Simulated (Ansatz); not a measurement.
# TiTe: elastic constants with PBEsol

TiTe:

```
Te Ti
1.0
     3.84200    0.00000    0.00000
    -1.92100    3.32727    0.00000
     0.00000    0.00000    6.40300
Te Ti
2 2
Direct
  0.66667 0.33333 0.75000
  0.33333 0.66667 0.25000
  0.00000 0.00000 0.50000
  0.00000 0.00000 0.00000
```

| Item | Value |
| --- | --- |
| Program | Ansatz 0.2.0 |
| Task | elastic constants |
| Functional | PBEsol |
| Potentials or basis | Ansatz PAW |
| Cutoff | 420 eV (not typed: the program's choice for these potentials) |
| k mesh | 8 × 8 × 4 |
| Occupations | fermi-dirac, width 0.05 eV |
| Spin | no spin polarisation |
| Atoms under strain | relaxed |

```yaml
Pressure: 3.4 GPa
Band_gap_on_the_k_mesh: none (metal or under the smearing width)
Voigt_bulk_modulus: 111 GPa
```

Stress tensor (GPa, compression positive):
```
1.51 0.00 0.00
0.00 1.51 0.00
0.00 0.00 7.24
```

Levels at points of the mesh, in eV from the Fermi level:
```tsv
k point	band 24	band 25	band 26	band 27	band 28	band 29	band 30	band 31	band 32	band 33
(0.00, 0.00, 0.00)	-1.69	-1.08	-0.87	-0.87	-0.58	-0.58	-0.43	-0.43	0.95	0.95
(0.00, 0.00, -0.50)	-2.91	-2.91	-2.91	-0.05	-0.05	-0.05	-0.05	0.28	0.28	2.56
(0.00, -0.50, 0.00)	-4.53	-3.83	-3.04	-1.93	-0.09	0.55	0.69	0.81	1.14	1.39
(0.00, -0.50, -0.50)	-3.82	-3.48	-3.48	-0.94	-0.94	0.84	0.84	1.07	1.07	1.80
```

Elastic tensor in Voigt notation (GPa, in the Cartesian axes of the cell as first typed):
```
112  60 126   0   0   0
 60 112 126   0   0   0
132 132 135   0   0   0
  0   0   0 119   0   0
  0   0   0   0 119   0
  0   0   0   0   0  26
```

Wall time 3 min on 2 threads of Intel(R) Xeon(R) Processor @ 2.50GHz (Skylake/Cascade Lake) (shared host), peak memory 0.55 GiB.

Caveat: the cell is more than 3 GPa from zero pressure, which shifts response properties; the elastic tensor has a negative eigenvalue, so either the cell is unstable as it stands or the mesh is too thin; the PAW data sets come from PBE, with cores solved anew for the run's functional, which leaves a small shift of forces and pressure. Spin-orbit coupling is left out, which matters for the levels of Te.
